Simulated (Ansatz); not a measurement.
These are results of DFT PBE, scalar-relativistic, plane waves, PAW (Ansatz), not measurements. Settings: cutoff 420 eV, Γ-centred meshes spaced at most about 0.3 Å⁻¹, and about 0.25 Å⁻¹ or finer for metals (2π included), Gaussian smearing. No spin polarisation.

These are static total energies at zero pressure.

Task: Which of these relaxed structures of BeC is the lowest in energy?
1.

```cif
data_structure
_symmetry_space_group_name_H-M 'P6_3/mmc'
_symmetry_Int_Tables_number 194
_cell_length_a 3.1947
_cell_length_b 3.1947
_cell_length_c 3.6876
_cell_angle_alpha 90.000
_cell_angle_beta 90.000
_cell_angle_gamma 120.000
_cell_volume 32.59
loop_
_atom_site_label
_atom_site_type_symbol
_atom_site_symmetry_multiplicity
_atom_site_Wyckoff_symbol
_atom_site_fract_x
_atom_site_fract_y
_atom_site_fract_z
_atom_site_occupancy
Be1 Be 2 d 0.33333 0.66667 0.75000 1
C1 C 2 c 0.33333 0.66667 0.25000 1
```

2.

```cif
data_structure
_symmetry_space_group_name_H-M 'P6_3/mmc'
_symmetry_Int_Tables_number 194
_cell_length_a 2.8990
_cell_length_b 2.8990
_cell_length_c 7.8306
_cell_angle_alpha 90.000
_cell_angle_beta 90.000
_cell_angle_gamma 120.000
_cell_volume 56.99
loop_
_atom_site_label
_atom_site_type_symbol
_atom_site_symmetry_multiplicity
_atom_site_Wyckoff_symbol
_atom_site_fract_x
_atom_site_fract_y
_atom_site_fract_z
_atom_site_occupancy
Be1 Be 2 c 0.66667 0.33333 0.75000 1
Be2 Be 2 a 0.00000 0.00000 0.00000 1
C1 C 4 f 0.33333 0.66667 0.84025 1
```

Result: 2. The other, cell 1, lies 0.72 eV/atom higher. Forms: cell 2 P6_3/mmc; cell 1 P6_3/mmc. Counting C atoms around Be (those within 1.25 times the shortest such distance or 1.15 times the sum of covalent radii; the shortest distance is added where it is long for a bond; a slash parts the counts of unlike sites): cell 2 has Be 6/6 from 2.1 Å; cell 1 has Be 5. Cell 2 holds C–C pairs (shortest 1.41 Å); in cell 1 the shortest C–C distance is 2.61 Å. Both come from invented guesses. Even the lowest of the cells shown lies +0.41 eV/atom against the elements.

Cells relaxed within their symmetry can be saddle points. Some types were kept out of the candidates beforehand, so the set may lack a known form.
